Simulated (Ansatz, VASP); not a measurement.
# Si72O143 (V_O (F centre)): VASP beside Ansatz, part 2 of 2

Aim: how closely do two programs agree when they are given the same cell, functional and k mesh? The cell is taken from a series of runs on this material, whose earlier steps may have relaxed, scaled, displaced or heated it; both programs get it as it stands.

VASP 6.6.1 and Ansatz 0.2.0.

So far. Step 2 (VASP: single point, PBE): The run ends at a pressure of 0.00 GPa, with forces up to 1.9 eV/Å.

### Step 3. Ansatz: single point, PBE

Level of this step: Ansatz beside VASP: Kohn-Sham DFT, plane waves, PBE (Ansatz).

Ansatz runs on its default PAW (the set named soft_2) files.

The same cell, functional, mesh and smearing now go to Ansatz.

The input, input.yaml:

```yaml
crystal:
  lattice:
    - [-5.02102743, 8.69667461, 11.01895208]
    - [10.04205485, 0.0, 11.01895208]
    - [7.53154114, 13.04501191, 0.0]
  atoms:
    - { symbol: Si, position: [0.21171349036, 0.45256734414, 0.1925303103] }
    - { symbol: Si, position: [0.46420922121, 0.20245251714, 0.01992270757] }
    - { symbol: Si, position: [0.03568467384, 0.29755767852, 0.13543717152] }
    - { symbol: Si, position: [0.28533079648, 0.04699482961, 0.30137078427] }
    - { symbol: Si, position: [0.00067494743, -0.00081717732, 0.17361054991] }
    - { symbol: Si, position: [0.24958337502, 0.2504606159, 0.00700441581] }
    - { symbol: O, position: [0.01260921331, 0.09051142431, 0.07694527578] }
    - { symbol: O, position: [0.25975948968, 0.34068287369, 0.24418066802] }
    - { symbol: O, position: [0.23742874486, 0.02994563825, 0.22789343987] }
    - { symbol: O, position: [0.49226869388, 0.28296220547, 0.05085040566] }
    - { symbol: O, position: [0.15367797438, 0.2828364291, 0.09130398114] }
    - { symbol: O, position: [0.40345895916, 0.0317905922, 0.25774984224] }
    - { symbol: O, position: [0.23723098516, 0.15857007075, 0.31169489787] }
    - { symbol: O, position: [0.48712809548, 0.40409267576, 0.14829238839] }
    - { symbol: O, position: [0.01389025045, 0.21926156037, 0.24121301291] }
    - { symbol: O, position: [0.25874091302, 0.47046790435, 0.07561208139] }
    - { symbol: O, position: [0.0933990178, 0.46825713928, 0.21885076013] }
    - { symbol: O, position: [0.34550258351, 0.2198972047, 0.04867401936] }
    - { symbol: Si, position: [0.21841338183, 0.45481371133, 0.52479421522] }
    - { symbol: Si, position: [0.46691480865, 0.19167631416, 0.34871036698] }
    - { symbol: Si, position: [0.03768106098, 0.29803060954, 0.46927291242] }
    - { symbol: Si, position: [0.28589321279, 0.05034645391, 0.63404408883] }
    - { symbol: Si, position: [0.00077653504, 0.00107115124, 0.50816767412] }
    - { symbol: Si, position: [0.25010000739, 0.24883836582, 0.34045340686] }
    - { symbol: O, position: [0.01314477162, 0.09276648916, 0.41199139575] }
    - { symbol: O, position: [0.26375773532, 0.34320719348, 0.57959605001] }
    - { symbol: O, position: [0.23853228918, 0.03287263272, 0.56023284806] }
    - { symbol: O, position: [0.50557404185, 0.26255234003, 0.38162261069] }
    - { symbol: O, position: [0.15612642181, 0.28000637221, 0.42701714476] }
    - { symbol: O, position: [0.40386937012, 0.03753726741, 0.58967137796] }
    - { symbol: O, position: [0.23738346556, 0.16157479984, 0.64565145481] }
    - { symbol: O, position: [0.01206732808, 0.21924855335, 0.57405282947] }
    - { symbol: O, position: [0.266184991, 0.46848890861, 0.40825145657] }
    - { symbol: O, position: [0.09998681917, 0.47297562762, 0.54990771162] }
    - { symbol: O, position: [0.34769856266, 0.21617174185, 0.37991034294] }
    - { symbol: Si, position: [0.2125796163, 0.45314678007, 0.85787599567] }
    - { symbol: Si, position: [0.46433817667, 0.2019020689, 0.68842545863] }
    - { symbol: Si, position: [0.03564735044, 0.29831700959, 0.80214402052] }
    - { symbol: Si, position: [0.28601326313, 0.04734577077, 0.9678453188] }
    - { symbol: Si, position: [-0.00107527184, 0.00081257672, 0.84169607581] }
    - { symbol: Si, position: [0.25012896964, 0.25131777762, 0.67556841607] }
    - { symbol: O, position: [0.01046621129, 0.09132499768, 0.74425294605] }
    - { symbol: O, position: [0.26034969603, 0.34115305652, 0.90955803659] }
    - { symbol: O, position: [0.23715675815, 0.0316216789, 0.89431729817] }
    - { symbol: O, position: [0.49122539569, 0.28176201777, 0.72132095062] }
    - { symbol: O, position: [0.15387533234, 0.28353421109, 0.75971144207] }
    - { symbol: O, position: [0.40418921561, 0.03140982959, 0.92441007488] }
    - { symbol: O, position: [0.23874924189, 0.15856173052, 0.97937181085] }
    - { symbol: O, position: [0.4871565183, 0.40697770589, 0.8129852605] }
    - { symbol: O, position: [0.01187249148, 0.21978496954, 0.90746004601] }
    - { symbol: O, position: [0.2596064417, 0.47127057729, 0.74071460909] }
    - { symbol: O, position: [0.09428413445, 0.46924149319, 0.88368659156] }
    - { symbol: O, position: [0.34571732543, 0.21740001336, 0.7184437165] }
    - { symbol: Si, position: [0.21473543464, 0.95139682266, 0.18995414708] }
    - { symbol: Si, position: [0.46419309642, 0.70052629003, 0.02382775917] }
    - { symbol: Si, position: [0.03574114276, 0.79688208775, 0.13517735608] }
    - { symbol: Si, position: [0.28656505471, 0.54687054051, 0.30223076954] }
    - { symbol: Si, position: [-0.00199069924, 0.49972444719, 0.17607082464] }
    - { symbol: Si, position: [0.25023221896, 0.75039378421, 0.00688767221] }
    - { symbol: O, position: [0.01030092424, 0.59061451071, 0.07898685282] }
    - { symbol: O, position: [0.2627755139, 0.84007568996, 0.24329844446] }
    - { symbol: O, position: [0.23593316387, 0.52983142478, 0.23099484467] }
[... 48 lines left out ...]
    - { symbol: Si, position: [0.53570606098, 0.29488327188, 0.13093197893] }
    - { symbol: Si, position: [0.78668894992, 0.04767250057, 0.30097110431] }
    - { symbol: Si, position: [0.4993897725, 0.00045461338, 0.17277327864] }
    - { symbol: Si, position: [0.75012791146, 0.24916609374, 0.00781511848] }
    - { symbol: O, position: [0.51045002762, 0.09144901032, 0.075563634] }
    - { symbol: O, position: [0.76105029611, 0.34213243869, 0.24592541137] }
    - { symbol: O, position: [0.7374493251, 0.03181609614, 0.22766916446] }
    - { symbol: O, position: [0.98690473837, 0.28019256914, 0.06277795454] }
    - { symbol: O, position: [0.65407601513, 0.28145693061, 0.09229783998] }
    - { symbol: O, position: [0.90493966074, 0.03090494478, 0.25826253119] }
    - { symbol: O, position: [0.74131380696, 0.1593220042, 0.31131026557] }
    - { symbol: O, position: [0.98756357005, 0.40886816912, 0.14639289846] }
    - { symbol: O, position: [0.50856677899, 0.21011377443, 0.23091614444] }
    - { symbol: O, position: [0.76244231183, 0.46851914511, 0.07435433075] }
    - { symbol: O, position: [0.59544693405, 0.46704504941, 0.21473283687] }
    - { symbol: O, position: [0.8460031311, 0.21637049026, 0.05002386364] }
    - { symbol: Si, position: [0.71475447336, 0.45492680266, 0.52559775213] }
    - { symbol: Si, position: [0.96584513015, 0.20400668449, 0.35789073731] }
    - { symbol: Si, position: [0.5362131907, 0.29102582017, 0.46160423972] }
    - { symbol: Si, position: [0.7863319836, 0.04784307713, 0.63499315875] }
    - { symbol: Si, position: [0.49876191847, -0.0017083528, 0.5078069872] }
    - { symbol: Si, position: [0.75158766485, 0.24983190904, 0.34183570979] }
    - { symbol: O, position: [0.50922387507, 0.07871674987, 0.4024267632] }
    - { symbol: O, position: [0.75968994358, 0.34209644207, 0.5776681174] }
    - { symbol: O, position: [0.73917184254, 0.03167139749, 0.56034096691] }
    - { symbol: O, position: [0.98921246955, 0.28338622119, 0.39456710364] }
    - { symbol: O, position: [0.65618231545, 0.2776646073, 0.42942817272] }
    - { symbol: O, position: [0.9046092733, 0.03219669589, 0.59284182179] }
    - { symbol: O, position: [0.73901466966, 0.15916748204, 0.64604366356] }
    - { symbol: O, position: [0.99321748309, 0.40917963095, 0.48161322352] }
    - { symbol: O, position: [0.50811241727, 0.21594809732, 0.57099143571] }
    - { symbol: O, position: [0.756567193, 0.47032562931, 0.40823981087] }
    - { symbol: O, position: [0.59508486585, 0.47764671783, 0.55917164246] }
    - { symbol: O, position: [0.84783351147, 0.21921045588, 0.38298520779] }
    - { symbol: Si, position: [0.71409050036, 0.45135703752, 0.85768892819] }
    - { symbol: Si, position: [0.96399477716, 0.20313187982, 0.69079180518] }
    - { symbol: Si, position: [0.53545752168, 0.29651446987, 0.79931443077] }
    - { symbol: Si, position: [0.78576841733, 0.04725281597, 0.96880362616] }
    - { symbol: Si, position: [0.5003260262, -0.00022363596, 0.83982316935] }
    - { symbol: Si, position: [0.74965750598, 0.25069052494, 0.67445212487] }
    - { symbol: O, position: [0.51236654758, 0.09102813369, 0.74300165147] }
    - { symbol: O, position: [0.76272555032, 0.3401641859, 0.91086873321] }
    - { symbol: O, position: [0.73886577315, 0.0297441403, 0.8946709741] }
    - { symbol: O, position: [0.98877882162, 0.28110909607, 0.72785948052] }
    - { symbol: O, position: [0.65389579247, 0.2813807285, 0.75980944575] }
    - { symbol: O, position: [0.90393419927, 0.03379747263, 0.92663187054] }
    - { symbol: O, position: [0.73709651935, 0.15868929544, 0.97944981031] }
    - { symbol: O, position: [0.98750762418, 0.40979269346, 0.81274201779] }
    - { symbol: O, position: [0.50899980478, 0.2159674893, 0.90289485925] }
    - { symbol: O, position: [0.76220463632, 0.46896626031, 0.7407342237] }
    - { symbol: O, position: [0.59614831087, 0.46487347018, 0.88340591951] }
    - { symbol: O, position: [0.84567706824, 0.22006898406, 0.71596886227] }
    - { symbol: Si, position: [0.7134127217, 0.95315296352, 0.19074848555] }
    - { symbol: Si, position: [0.96362419994, 0.70187974006, 0.02446628361] }
    - { symbol: Si, position: [0.53600809313, 0.79678905456, 0.13560111264] }
    - { symbol: Si, position: [0.78288598759, 0.54813212651, 0.30269511702] }
    - { symbol: Si, position: [0.49969977221, 0.49712942321, 0.17302947818] }
    - { symbol: Si, position: [0.74930569105, 0.74968092242, 0.00777614673] }
    - { symbol: O, position: [0.51035528459, 0.5874527195, 0.07504338705] }
    - { symbol: O, position: [0.75972879269, 0.84194590144, 0.24573505479] }
    - { symbol: O, position: [0.735038572, 0.53259903097, 0.22812397854] }
    - { symbol: O, position: [0.98711217341, 0.78022215583, 0.06203401071] }
    - { symbol: O, position: [0.65413272548, 0.78220142266, 0.0927334287] }
    - { symbol: O, position: [0.90142986217, 0.53073092244, 0.26056356399] }
    - { symbol: O, position: [0.73747119354, 0.65981788528, 0.3132016734] }
    - { symbol: O, position: [0.98849165949, 0.90868395425, 0.14476860692] }
    - { symbol: O, position: [0.51241311912, 0.71958605651, 0.24200390028] }
    - { symbol: O, position: [0.76251845904, 0.96854227441, 0.07412613273] }
    - { symbol: O, position: [0.59533696925, 0.96919565632, 0.21450771979] }
    - { symbol: O, position: [0.84555375522, 0.71741018036, 0.04920033917] }
    - { symbol: Si, position: [0.71376303573, 0.95429744107, 0.52305413858] }
    - { symbol: Si, position: [0.96381953672, 0.70341737599, 0.3579903783] }
    - { symbol: Si, position: [0.53536548062, 0.79420707427, 0.47214565468] }
    - { symbol: Si, position: [0.79024079435, 0.54713403368, 0.63598111654] }
    - { symbol: Si, position: [0.49595894866, 0.51032520748, 0.51989934069] }
    - { symbol: Si, position: [0.74906957471, 0.75048338238, 0.34233022233] }
    - { symbol: O, position: [0.51321729021, 0.59514478319, 0.41575328805] }
    - { symbol: O, position: [0.75886520608, 0.84239460604, 0.57743445101] }
    - { symbol: O, position: [0.74795840983, 0.53074421958, 0.55779450407] }
    - { symbol: O, position: [0.98748671415, 0.78257477197, 0.3944745937] }
    - { symbol: O, position: [0.65326728492, 0.78145744687, 0.427758253] }
    - { symbol: O, position: [0.90882948819, 0.53083598913, 0.59684749303] }
    - { symbol: O, position: [0.74191050929, 0.65861088123, 0.64616082952] }
    - { symbol: O, position: [0.98955389555, 0.91060060602, 0.47833180103] }
    - { symbol: O, position: [0.51304928703, 0.71192749354, 0.57519482194] }
    - { symbol: O, position: [0.76260488745, 0.9694628793, 0.40650735034] }
    - { symbol: O, position: [0.59529830313, 0.97369755733, 0.54679439337] }
    - { symbol: O, position: [0.84561971133, 0.71891067925, 0.38325935827] }
    - { symbol: Si, position: [0.71428138828, 0.95202090678, 0.8570220518] }
    - { symbol: Si, position: [0.96476357854, 0.70423185928, 0.6904627057] }
    - { symbol: Si, position: [0.5355559875, 0.79688263469, 0.80104777303] }
    - { symbol: Si, position: [0.78463136191, 0.54739301325, 0.96895229041] }
    - { symbol: Si, position: [0.49922202731, 0.49702229179, 0.84293665468] }
    - { symbol: Si, position: [0.75034756164, 0.75121120321, 0.67449744281] }
    - { symbol: O, position: [0.50963615616, 0.58945930881, 0.74753530551] }
    - { symbol: O, position: [0.7610958079, 0.84026286058, 0.91040469097] }
    - { symbol: O, position: [0.73650849005, 0.5302477146, 0.8955845564] }
    - { symbol: O, position: [0.99070470138, 0.78140601082, 0.72757397347] }
    - { symbol: O, position: [0.65392520821, 0.78101089547, 0.75952673732] }
    - { symbol: O, position: [0.90263260781, 0.53327962217, 0.92525416908] }
    - { symbol: O, position: [0.73635094949, 0.65867319575, 0.98018184272] }
    - { symbol: O, position: [0.98415370837, 0.90978911276, 0.81562123827] }
    - { symbol: O, position: [0.51096207029, 0.71899905383, 0.90671395024] }
    - { symbol: O, position: [0.76202681973, 0.96904421769, 0.74011349693] }
    - { symbol: O, position: [0.59599447902, 0.96785356909, 0.88224551053] }
    - { symbol: O, position: [0.84618003352, 0.72249111382, 0.71588643057] }
  host:
    repeats: [2, 2, 3]
    atoms:
      - { symbol: Si, position: [0.428373, 0.90496033, 0.571627] }
      - { symbol: Si, position: [0.928373, 0.40496033, 0.071627] }
      # ... 16 more atoms of the perfect host
basis:
  ecutwfc: 420
  xc_grid: 2
hamiltonian:
  xc: pbe
kpoints:
  mp_grid: { grid: [1, 1, 1] }
magnetization:
  spin_polarized: true
  initial_magnetization: 0
  spin_locking: { lock_magnetization: hard }
scf:
  occupations: { method: fermi_dirac, width: 0.01 }
  max_iter: 60
  n_extra_bands: 16
  lower_state_search: "off"
output:
  forces: true
  eigenvalues: true
checkpoint:
  read: "../exc.ground.q0.run"
  write: "../exc0_q0.ground.l1.run"
  compress: false
  write_wavefunctions: false
  write_every: 100000
```

Launch:

```
> ansatz run input.yaml --threads 4 --pin off --max-ram 18841MiB --backend cpu --events-out ev --progress --plain --runs-dir out
```

Numbers of over 12 decimals in the logs are rounded to 6 here.

The log of the run:

```text
Warning: checkpoint.read: the run can stay near the saved state's solution: 215 site(s) moved relative to the saved geometry (max |Δs| = 5.307e-2 fractional); the SCF starts from the saved state under `checkpoint.density_extrapolation: transplant`, in force with no word given; its orbitals are not used off its sites. A run without `checkpoint.read` takes nothing of the state. A lower free energy from it at the same positions (and U, V and field ramp, if any) shows a solution that this start missed, and an equal or higher one rules none out (checkpoint.read, Limitations, in the input reference)
scf.n_extra_bands = 16 over 573 filled bands (N_el = 1146.0): the run solves 589 bands
Engine: ansatz 0.2.0, aarch64-unknown-linux-gnu
Pseudopotentials: kind: paw
Pseudopotential: Si, paw, valence charge 4, recommended cutoff 420 eV (normal), Si.paw.azcp
Pseudopotential: O, paw, valence charge 6, recommended cutoff 420 eV (normal), O.paw.azcp
Functional definition: PBE
  parameter kappa = 0.804
  parameter beta = 0.066725
  exchange = pbe_x(kappa = kappa, mu = beta*pi^2/3)
  correlation = pbe_c(beta = beta)
Crystal: 215 atoms, lattice volume = 2886.937 Å³
Basis set: ecut = 420 eV, 56409 PW (Γ), exchange–correlation on 200×200×216 points (8 copies of the dense FFT grid, shifted against one another)
Bands: 589, of which v1, the nominal top of the filled ones, is band 573 counted from 1 (572 counted from 0)
Symmetry: 1 space group operations
Space group: P1 (ITA 1), of the structure as read, at distance tolerance 1.4e-4 Å
k-points: 1
Non-local potential: Si, projectors of the file, l = 0: 2, l = 1: 2, l = 2: 2
Non-local potential: O, projectors of the file, l = 0: 2, l = 1: 2, l = 2: 1
PAW form: soft (Blöchl's): semilocal exchange-correlation on the pseudo side does not see the compensation charge
PAW one-centre angular grid: Si, 110 points (default); XC on 64 Gauss nodes
PAW one-centre angular grid: O, 110 points (default); XC on 64 Gauss nodes
Initial density: read from a saved state, or passed on in memory by an earlier SCF of this step, an earlier step, the calling program or the single point that the run made first, carried with its atoms to this geometry
Initial wavefunctions: pseudopotential atomic-orbital guess
Functional: x = pbe(κ = 0.804, μ = 0.219515), c = pbe(β = 0.066725)
iter 1 solved again at ethr=1.12e-3 eV; its pass at ethr=3.10e-3 eV (dr2=1.28e1 eV) is discarded
SCF iter   1: F=—  HF=-127163.902669 eV  |F-HF|=—  |Δ(HF+E_count)|=         —  Δρ=1.22e-2 (↑1.22e-2 ↓1.22e-2)  dr2=1.27e1  dr2_m=0.00e0  M=0.000 μB ∫|m|=0.000 μB  β_m=0.30  ethr=1.12e-3  ⟨swp⟩=1.0  Hψ=3560  notcnv=0
preconditioner: auto → Resta (q_TF=auto, 2.339 Å⁻¹)  ε∞=3.9  [insulator: Δε(μ)=2.313 eV  Ē_g=13.795 eV  σ=0.010 eV  W_gap=1.00  n_scr=624 (ndim 8)  ℏωp=23.4 eV  f_vac=0.147  D(μ)=0.00/eV (n_scr^D=0)  ε∞_Penn≈3.9]
spin=Collinear: Resta preconditioning applied to the charge; magnetization (m = ρ↑ − ρ↓) channel mixes plain (no charge-response kernel on spin).
SCF iter   2: F=—  HF=-127161.991218 eV  |F-HF|=—  |Δ(HF+E_count)|=    1.91e0  Δρ=8.20e-3 (↑8.20e-3 ↓8.20e-3)  dr2=5.41e0  dr2_m=0.00e0  M=0.000 μB ∫|m|=0.000 μB  β_m=0.55  ethr=1.11e-3  ⟨swp⟩=3.0  Hψ=1368  notcnv=0
SCF iter   3: F=—  HF=-127161.102110 eV  |F-HF|=—  |Δ(HF+E_count)|=   8.89e-1  Δρ=2.15e-3 (↑2.15e-3 ↓2.15e-3)  dr2=3.77e-1  dr2_m=0.00e0  M=0.000 μB ∫|m|=0.000 μB  β_m=0.60  ethr=4.72e-4  ⟨swp⟩=3.0  Hψ=1282  notcnv=0  defer=8
SCF iter   4: F=—  HF=-127161.136040 eV  |F-HF|=—  |Δ(HF+E_count)|=   3.39e-2  Δρ=5.35e-4 (↑5.35e-4 ↓5.35e-4)  dr2=2.34e-2  dr2_m=0.00e0  M=0.000 μB ∫|m|=0.000 μB  β_m=0.77  ethr=3.29e-5  ⟨swp⟩=3.0  Hψ=1123  notcnv=0  defer=8
SCF iter   5: F=—  HF=-127161.150759 eV  |F-HF|=—  |Δ(HF+E_count)|=   1.47e-2  Δρ=2.17e-4 (↑2.17e-4 ↓2.17e-4)  dr2=7.35e-3  dr2_m=0.00e0  M=0.000 μB ∫|m|=0.000 μB  β_m=0.69  ethr=2.04e-6  ⟨swp⟩=3.0  Hψ=1165  notcnv=0  defer=8
SCF iter   6: F=—  HF=-127161.151006 eV  |F-HF|=—  |Δ(HF+E_count)|=   2.47e-4  Δρ=7.11e-5 (↑7.11e-5 ↓7.11e-5)  dr2=6.27e-4  dr2_m=0.00e0  M=0.000 μB ∫|m|=0.000 μB  β_m=0.84  ethr=6.42e-7  ⟨swp⟩=3.0  Hψ=1113  notcnv=0  defer=8
SCF iter   7: F=—  HF=-127161.151635 eV  |F-HF|=—  |Δ(HF+E_count)|=   6.29e-4  Δρ=4.81e-5 (↑4.81e-5 ↓4.81e-5)  dr2=2.19e-4  dr2_m=0.00e0  M=0.000 μB ∫|m|=0.000 μB  β_m=0.71  ethr=5.47e-8  ⟨swp⟩=3.0  Hψ=1157  notcnv=0  defer=8
SCF iter   8: F=—  HF=-127161.151635 eV  |F-HF|=—  |Δ(HF+E_count)|=   5.27e-7  Δρ=9.83e-6 (↑9.83e-6 ↓9.83e-6)  dr2=1.40e-5  dr2_m=0.00e0  M=0.000 μB ∫|m|=0.000 μB  β_m=0.86  ethr=1.92e-8  ⟨swp⟩=3.0  Hψ=1154  notcnv=0  defer=8
SCF iter   9: F=—  HF=-127161.155957 eV  |F-HF|=—  |Δ(HF+E_count)|=   4.32e-3  Δρ=5.18e-6 (↑5.18e-6 ↓5.18e-6)  dr2=3.33e-6  dr2_m=0.00e0  M=0.000 μB ∫|m|=0.000 μB  β_m=0.81  ethr=1.22e-9  ⟨swp⟩=3.0  Hψ=1117  notcnv=0  defer=8
[...]
k-point 0 ↓: bands = [... 569 lower, 1.9288, 1.9332, 1.9456, 4.1638, 6.4504, 7.7005, 8.8339, 8.8642, ... 12 higher]
```

Reading the cycles: dr2 is the Hartree energy of the density residual (eV), the measure of convergence; HF is the Harris–Foulkes estimate of the energy, which meets the free energy F at convergence.

### Step 4. Differences

Known differences besides the potentials themselves: the cutoff is 420 eV in Ansatz and 520 eV in VASP (PREC = Accurate, projectors in real space). Total energies have different zeros and are not compared.

Forces on 8 of the 215 atoms, those with the largest forces and the largest differences (eV/Å; atoms numbered as in POSCAR):

```tsv
atom	Ansatz x, y, z	VASP x, y, z
Si28	0.064, -0.084, -0.164	0.066, -0.102, -0.171
Si45	1.415, 0.863, 0.946	1.447, 0.858, 0.959
Si65	-1.541, -0.292, -0.565	-1.568, -0.281, -0.583
O88	0.596, 0.316, 0.371	0.598, 0.315, 0.372
O125	-0.715, -0.153, 0.012	-0.706, -0.155, 0.005
O164	-0.118, -0.307, 0.022	-0.108, -0.311, 0.022
O166	0.180, -0.223, -0.155	0.168, -0.216, -0.151
O192	0.108, 0.152, -0.293	0.110, 0.150, -0.290
```

The forces differ by 6.0 meV/Å r.m.s., which is 5.3 % of the r.m.s. force of 0.114 eV/Å (both taken over all components).

### Step 5. Outcome

| Quantity | Value |
| --- | --- |
| r.m.s. force difference (single point, PBE) | 6.0 meV/Å |

The r.m.s. force difference is 6.0 meV/Å (single point, PBE), within the 12 meV/Å picked in this series as the mark of a large difference. Such differences can come from data sets, numerical settings and the points named under the comparisons, not from the functional's error against experiment.

[Lines on the potential files, build, host, timing and source positions are cut from VASP's logs without a mark.]

[Logs are printed without paths, hosts, clocks, repeated set-up lines and the standing remarks that a program may print on its own settings, such as how far it seeks lower states.]

[Hosts, paths, dates, database ids (printed as entryN), source tags and the programs' standing remarks are cut or masked in the printed files.]
